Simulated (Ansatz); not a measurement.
# Al2Cu (I4/mmm) in Ansatz: reference runs

Reference runs on Al2Cu: the cell as given and a disturbed copy.

Everything below comes from runs of Ansatz 0.2.0. Logs are shortened: lines on timing, memory, paths and dates and some standing lists are left out, and cuts for length are marked.

## 1. The crystal as given

It takes space group I4/mmm (No. 139, tetragonal). Conventional cell: a = 4.061 Å, b = 4.061 Å, c = 5.702 Å, α = 90.00°, β = 90.00°, γ = 90.00°. Cu (site symmetry 4/mmm) is surrounded by 8 Al at 2.48 Å. Al (site symmetry -4m2) has 4 Cu at 2.48 Å and 2 Al at 2.85 Å as nearest neighbours.

The cell comes from a database or a generator and needn't be the stable form of this composition.

## 2. Single point, PBEsol

The input, input.yaml:

```yaml
crystal:
  lattice:
    - [-2.0303375, 2.0303375, 2.851094]
    - [2.0303375, -2.0303375, 2.851094]
    - [2.0303375, 2.0303375, -2.851094]
  atoms:
    - { symbol: Cu, position: [0.5, 0.5, 0.0] }
    - { symbol: Al, position: [0.25, 0.75, 0.5] }
    - { symbol: Al, position: [0.75, 0.25, 0.5] }
hamiltonian:
  xc: pbesol
  pseudopotentials: { kind: paw }
kpoints:
  mp_grid: { grid: [9, 9, 9] }
scf:
  occupations: { method: fermi_dirac, width: 0.05 }
output:
  forces: true
  stress: true
  eigenvalues: true
```

Potentials or basis: Ansatz PAW.

The run is started by

```
$ ansatz run input.yaml --threads 2 --pin off --max-ram 5632MiB --backend cpu --events-out ev --progress --plain --runs-dir out
```

Log:

```text
Warning: RAYON_NUM_THREADS=2 ignored (pool sized by the plan → 2); use --threads N
Engine: ansatz 0.2.0, aarch64-unknown-linux-gnu
Pseudopotentials: kind: paw
Pseudopotential: Cu, paw, valence charge 19, recommended cutoff 420 eV (normal), Cu.paw.azcp
Pseudopotential: Al, paw, valence charge 3, recommended cutoff 420 eV (normal), Al.paw.azcp
Functional definition: PBEsol
  exchange = pbesol_x
  correlation = pbesol_c
Crystal: 3 atoms, lattice volume = 47.012 Å³
Basis set: ecut = 420 eV, 925 PW (Γ), exchange–correlation on 60×60×60 points (8 copies of the dense FFT grid, shifted against one another)
Bands: 17, of which v1, the nominal top of the filled ones, is band 13 counted from 1 (12 counted from 0)
Symmetry: 16 space group operations
Space group: I4/mmm (ITA 139), of the structure as read, at distance tolerance 3.6e-5 Å
k-points: 75 of 729
Non-local potential: Cu, projectors of the file, l = 0: 3, l = 1: 2, l = 2: 3, l = 3: 1
Non-local potential: Al, projectors of the file, l = 0: 2, l = 1: 2, l = 2: 1
PAW form: soft (Blöchl's): semilocal exchange-correlation on the pseudo side does not see the compensation charge
PAW frozen core: Cu, regenerated for the run's functional, and the local potential with it (the file was generated under x = pbe(κ = 0.804, μ = 0.2195149727645171), c = pbe(β = 0.06672455060314922))
PAW frozen core: Al, regenerated for the run's functional, and the local potential with it (the file was generated under x = pbe(κ = 0.804, μ = 0.2195149727645171), c = pbe(β = 0.06672455060314922))
PAW one-centre angular grid: Cu, 590 points (default); XC on 64 Gauss nodes
PAW one-centre angular grid: Al, 110 points (default); XC on 64 Gauss nodes
Initial density: superposition of atomic densities (neutral atoms: chi_scale 0, normalization atom), corrected by the library's trained network
Initial wavefunctions: pseudopotential atomic-orbital guess
Functional: x = pbesol(κ = 0.804, μ = 0.12345679012345678), c = pbesol(β = 0.046)
SCF iter   1: F=—  HF=-7638.411520 eV  |F-HF|=—  |Δ(HF+E_count)|=         —  Δρ=8.58e-3  dr2=1.90e-2  ethr=1.77e-3  ⟨swp⟩=5.3  Hψ=6496  notcnv=0
preconditioner: auto → Kerker (q_TF=auto, 2.456 Å⁻¹)  [metal: Δε(μ)=0.017 eV  Ē_g=8.415 eV  σ=0.050 eV  W_gap=0.09  n_scr=14 (ndim 8)  ℏωp=22.3 eV  f_vac=0.002  D(μ)=1.73/eV (n_scr^D=14)]
SCF iter   2: F=—  HF=-7638.408090 eV  |F-HF|=—  |Δ(HF+E_count)|=   3.43e-3  Δρ=1.21e-3  dr2=7.47e-4  ethr=7.60e-5  ⟨swp⟩=2.0  Hψ=2738  notcnv=0  defer=7
SCF iter   3: F=—  HF=-7638.408013 eV  |F-HF|=—  |Δ(HF+E_count)|=   7.63e-5  Δρ=1.05e-3  dr2=5.07e-4  ethr=2.99e-6  ⟨swp⟩=2.1  Hψ=1675  notcnv=0  defer=7
SCF iter   4: F=—  HF=-7638.408068 eV  |F-HF|=—  |Δ(HF+E_count)|=   5.47e-5  Δρ=3.66e-4  dr2=9.21e-5  ethr=2.03e-6  ⟨swp⟩=1.0  Hψ=1266  notcnv=0  defer=7
SCF iter   5: F=—  HF=-7638.408070 eV  |F-HF|=—  |Δ(HF+E_count)|=   2.23e-6  Δρ=6.46e-5  dr2=3.38e-6  ethr=3.68e-7  ⟨swp⟩=1.2  Hψ=1330  notcnv=0  defer=7
SCF iter   6: F=—  HF=-7638.408070 eV  |F-HF|=—  |Δ(HF+E_count)|=   2.61e-7  Δρ=3.08e-5  dr2=5.58e-7  ethr=1.35e-8  ⟨swp⟩=2.6  Hψ=1915  notcnv=0  defer=7
SCF iter   7: F=-7638.408070 eV  HF=-7638.408070 eV  |F-HF|=2.02e-8  |Δ(HF+E_count)|=   1.41e-7  Δρ=4.17e-6  dr2=1.05e-8  ethr=4.00e-10  ⟨swp⟩=4.4  Hψ=4302  notcnv=0
the search or the solves at the SCF's close seem to have found levels that the self-consistency loop had missed (the run counts 1). By its estimate they hold under 1e-12 electrons; where the run keeps them, the occupations were computed again with them
SCF 1 converged in 7 iterations: F = -7638.408070 eV  dr2 = 1.05e-8
SCF converged after 7 iterations
Free energy (F): -7638.408070 eV
Harris-Foulkes:  -7638.408070 eV  (|F-HF|=2.02e-8)
Internal energy: -7638.395058 eV  (E = F + TS)
E sigma→0 (E₀):  -7638.401564 eV
Entropy (-TS):   -0.013012 eV (-4.337 meV/atom)
Fermi energy:    9.325794 eV
--- Per-component energies (eV) ---
  E_band       = -491.428093
  E_kinetic    = 346.857429
  E_local      = -5883.446407  (includes V_loc(G=0)·N_el)
  E_nonlocal   = 403.658518
  E_hartree    = 2630.641681
  E_xc         = -169.307238
  E_vxc        = -175.711643  (∫ρ·V_xc dr)
  E_paw        = -2528.881923  (= ΣΔE_a)
  E_vpaw       = -444.076867  (= ΣTr[D̂ρ^β])
  E_aug_tail   = 0.000238  (compensation charges beyond the density's cutoff)
  E_ewald      = -2438.161835
  E_core_change = 0.244480  (= ΣΔE_core)
  E_smearing   = -0.013012  (= −TS)
  E_closure    = 0.000000  (closes the sum)
  Σ components = -7638.408070   (vs F -7638.408070, Δ=0.00e0)
--- Forces (eV/Å), atoms counted from 1 ---
  atom   1  Cu    -0.00000000     0.00000000    -0.00000000
  atom   2  Al     0.00000000    -0.00000000     0.00000000
  atom   3  Al    -0.00000000    -0.00000000     0.00000000
  max |Σ_I F_I| component: 2.43e-17 eV/Å
--- Stress (GPa, compression-positive) ---
       -0.149024       0.000000       0.000000
        0.000000      -0.149024       0.000000
        0.000000      -0.000000       0.020897
  P = ⅓ Tr σ = -0.0924 GPa (-0.924 kbar)
--- Band table (eV; the first three rows and the last of 75) ---
  k-point 0: bands = ["-104.2228", "-61.7213", "-61.7213", "-61.7201", "-0.9562", "4.7539", "4.7597", "4.7597", "5.3317", "5.3414", "12.2073", "12.2073", "12.2594", "12.2825", "12.3610", "12.3610", "13.7106"]
  k-point 1: bands = ["-104.2227", "-61.7213", "-61.7213", "-61.7201", "-0.7346", "4.6934", "4.7884", "4.7951", "5.2929", "5.3582", "10.5018", "10.5608", "11.3681", "11.5276", "13.9128", "14.2870", "14.3672"]
  k-point 2: bands = ["-104.2227", "-61.7214", "-61.7213", "-61.7201", "-0.0746", "4.5240", "4.8948", "4.9037", "5.1699", "5.4062", "9.0905", "9.1455", "9.3846", "10.6421", "12.1644", "16.3599", "16.5151"]
  k-point 74: bands = ["-104.2227", "-61.7214", "-61.7214", "-61.7203", "3.2942", "3.5362", "4.1025", "5.2620", "5.3274", "5.4612", "5.4820", "6.7602", "7.4569", "10.1029", "11.4629", "17.4525", "19.5267"]
```

Wall time 3 s (2 threads of Arm Neoverse V1, shared host); peak memory 0.35 GiB.

Results:

| Quantity | Value |
| --- | --- |
| Free energy | -7638.4081 eV |
| Pressure | -0.1 GPa |
| Band gap on the k mesh | none (metal or under the smearing width) |

Levels at points of the mesh, in eV from the Fermi level:
| k point | band 10 | band 11 | band 12 | band 13 | band 14 | band 15 | band 16 | band 17 |
| --- | --- | --- | --- | --- | --- | --- | --- | --- |
| (0.00, 0.00, 0.00) | -3.98 | 2.88 | 2.88 | 2.93 | 2.96 | 3.04 | 3.04 | 4.38 |

Caveat: the PAW data sets come from PBE, with cores solved anew for the run's functional, which leaves a small shift of forces and pressure.

## 3. Single point, PBEsol (atoms moved at random, drawn with an rms of 0.05 Å)

Changes to input.yaml since step 2:

```diff
@@ -6,5 +6,5 @@
   atoms:
-    - { symbol: Cu, position: [0.5, 0.5, 0.0] }
-    - { symbol: Al, position: [0.25, 0.75, 0.5] }
-    - { symbol: Al, position: [0.75, 0.25, 0.5] }
+    - { symbol: Cu, position: [0.504187, 0.494732, 0.002262] }
+    - { symbol: Al, position: [0.24558, 0.745124, 0.501133] }
+    - { symbol: Al, position: [0.747976, 0.249726, 0.500934] }
 hamiltonian:
```

Potentials or basis: Ansatz PAW.

The run is started by

```
$ ansatz run input.yaml --threads 2 --pin off --max-ram 5632MiB --backend cpu --events-out ev --progress --plain --runs-dir out
```

Log:

```text
Warning: RAYON_NUM_THREADS=2 ignored (pool sized by the plan → 2); use --threads N
[... 7 set-up lines as earlier in the session ...]
Crystal: 3 atoms, lattice volume = 47.012 Å³
Basis set: ecut = 420 eV, 925 PW (Γ), exchange–correlation on 60×60×60 points (8 copies of the dense FFT grid, shifted against one another)
Bands: 17, of which v1, the nominal top of the filled ones, is band 13 counted from 1 (12 counted from 0)
Symmetry: 1 space group operations
Space group: P1 (ITA 1), of the structure as read, at distance tolerance 3.6e-5 Å
k-points: 365 of 729 (time reversal used)
[... 37 lines left out ...]
  E_aug_tail   = 0.000238  (compensation charges beyond the density's cutoff)
  E_ewald      = -2438.080242
  E_core_change = 0.244480  (= ΣΔE_core)
  E_smearing   = -0.012853  (= −TS)
  E_closure    = -0.000000  (closes the sum)
  Σ components = -7638.403681   (vs F -7638.403681, Δ=0.00e0)
--- Forces (eV/Å), atoms counted from 1 ---
  atom   1  Cu     0.12928453    -0.17549818    -0.07263056
  atom   2  Al    -0.04892945     0.07369316     0.11357310
  atom   3  Al    -0.08035375     0.10180278    -0.04094336
  max |Σ_I F_I| component: 2.23e-6 eV/Å
--- Stress (GPa, compression-positive) ---
       -0.520805       0.015515      -0.100535
        0.015515       0.284696      -0.086314
       -0.100535      -0.086314       0.097883
  P = ⅓ Tr σ = -0.0461 GPa (-0.461 kbar)
--- Band table (eV; the first three rows and the last of 365) ---
  k-point 0: bands = ["-104.2237", "-61.7260", "-61.7212", "-61.7184", "-0.9564", "4.7513", "4.7537", "4.7652", "5.3305", "5.3402", "12.1529", "12.2143", "12.2355", "12.3154", "12.3627", "12.3944", "13.7129"]
  k-point 1: bands = ["-104.2237", "-61.7260", "-61.7212", "-61.7184", "-0.7347", "4.6924", "4.7873", "4.7940", "5.2914", "5.3572", "10.4987", "10.5597", "11.3701", "11.5267", "13.9103", "14.2886", "14.3687"]
  k-point 2: bands = ["-104.2236", "-61.7260", "-61.7212", "-61.7185", "-0.0748", "4.5234", "4.8935", "4.9022", "5.1685", "5.4052", "9.0837", "9.1444", "9.3920", "10.6415", "12.1632", "16.3595", "16.5157"]
  k-point 364: bands = ["-104.2236", "-61.7260", "-61.7213", "-61.7185", "0.9405", "4.1476", "4.8366", "4.9977", "5.2452", "5.4137", "6.3101", "7.7939", "9.2610", "12.1395", "13.4439", "14.2806", "15.7424"]
```

It took 15 s on 2 threads of Arm Neoverse V1, shared host; peak memory 0.56 GiB.

What came out:

| Property | Result |
| --- | --- |
| Free energy | -7638.4037 eV |
| Pressure | 0.0 GPa |
| Largest force | 0.230 eV/Å |
| Band gap on the k mesh | none (metal or under the smearing width) |

Forces in eV/Å, atoms in the order of the input:
```
Cu   0.129 -0.175 -0.073
Al  -0.049  0.074  0.114
Al  -0.080  0.102 -0.041
```

Caveat: the PAW data sets come from PBE, with cores solved anew for the run's functional, which leaves a small shift of forces and pressure.
